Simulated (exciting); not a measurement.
Here is an exciting (release sodium) calculation.

File input.xml:

```xml
<input>
  <title>Be</title>
  <structure speciespath="./" tshift="false">
    <crystal scale="1">
      <basevect>4.418306328820 0.000000000000 0.000000000000</basevect>
      <basevect>-1.472768776021 4.165619155327 0.000000000000</basevect>
      <basevect>-1.472768776021 -2.082809577002 3.607532011521</basevect>
    </crystal>
    <species speciesfile="Be.xml" rmt="1.45">
      <atom coord="0.000000000000 0.000000000000 0.000000000000"/>
    </species>
  </structure>
  <groundstate do="fromscratch" ngridk="15 15 15" rgkmax="7" gmaxvr="14" lmaxapw="10" lmaxmat="10" lmaxvr="8" xctype="GGA_PBE_R" stype="Fermi Dirac" swidth="0.00367493" nempty="8" ValenceRelativity="iora*" epsengy="1e-05" epspot="1e-05" maxscl="60" outputlevel="normal"/>
  <properties>
    <bandstructure>
      <plot1d>
        <path steps="80">
          <point coord="0 0 0" label="G"/>
          <point coord="0.5 -0.5 0.5" label="H"/>
          <point coord="0 0 0.5" label="N"/>
          <point coord="0 0 0" label="G"/>
          <point coord="0.25 0.25 0.25" label="P"/>
          <point coord="0.5 -0.5 0.5" label="H" breakafter="true"/>
          <point coord="0.25 0.25 0.25" label="P"/>
          <point coord="0 0 0.5" label="N"/>
        </path>
      </plot1d>
    </bandstructure>
    <dos nwdos="300" winddos="-0.6 0.5" inttype="tetra" ngrdos="100" nsmdos="0"/>
    <chargedensityplot>
      <plot3d>
        <box grid="12 12 12">
          <origin coord="0 0 0"/>
          <point coord="1 0 0"/>
          <point coord="0 1 0"/>
          <point coord="0 0 1"/>
        </box>
      </plot3d>
    </chargedensityplot>
    <elfplot>
      <plot3d>
        <box grid="12 12 12">
          <origin coord="0 0 0"/>
          <point coord="1 0 0"/>
          <point coord="0 1 0"/>
          <point coord="0 0 1"/>
        </box>
      </plot3d>
    </elfplot>
    <exccplot>
      <plot3d>
        <box grid="12 12 12">
          <origin coord="0 0 0"/>
          <point coord="1 0 0"/>
          <point coord="0 1 0"/>
          <point coord="0 0 1"/>
        </box>
      </plot3d>
    </exccplot>
  </properties>
</input>
```

Potentials or basis: all-electron LAPW+lo, shipped species files, valence relativity iora*.

Command:

```sh
$ OMP_NUM_THREADS=1 exciting_smp
```

(1) What does it give for the density of states at the Fermi level?

(2) Predict the band gap on the k mesh.

Results:

(1) 0.27 states/eV per cell.

(2) none (metal or under the smearing width).

Caveat: the log's total energy holds no entropy term; the free energy is that total less TS from the occupations.
